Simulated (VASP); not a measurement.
LiF:

```xyz
2
Lattice="0.0000 1.9983 1.9983 1.9983 0.0000 1.9983 1.9983 1.9983 0.0000" Properties=species:S:1:pos:R:3 pbc="T T T"
Li    0.0000    0.0000    0.0000
F     1.9983    1.9983    1.9983
```

The cell is a database's computed one.

Base run:

* Program: VASP 6.6.1
* Functional: PBEsol
* Potentials or basis: VASP PAW PBE potentials, release 64 (Li_sv, F)
* Cutoff: 700 eV
* k mesh: 10 × 10 × 10
* Occupations: gaussian, width 0.02 eV
* Spin: no spin polarisation

Its results: band gap on the k mesh 9.12 eV, direct; pressure 0.0 GPa.

**Question.** The run is repeated on the same cell with these changes: potentials or basis from VASP PAW PBE potentials, release 64 (Li_sv, F) to VASP PAW PBE potentials, release 64 (Li_sv, F_h); cutoff from 700 eV to 900 eV. What comes out?

**Answer.** Band gap on the k mesh 9.11 eV, direct; pressure -0.5 GPa.

Caveats: the PAW data sets were made with another functional, which shifts forces and pressure a little; the cutoff is under 1.25 times the usual one of these potentials, so pressure, stress and relaxed cells hold a basis-set (Pulay) error (some runs).

A k mesh can miss the band edges.

Not every run made on this cell is shown here.
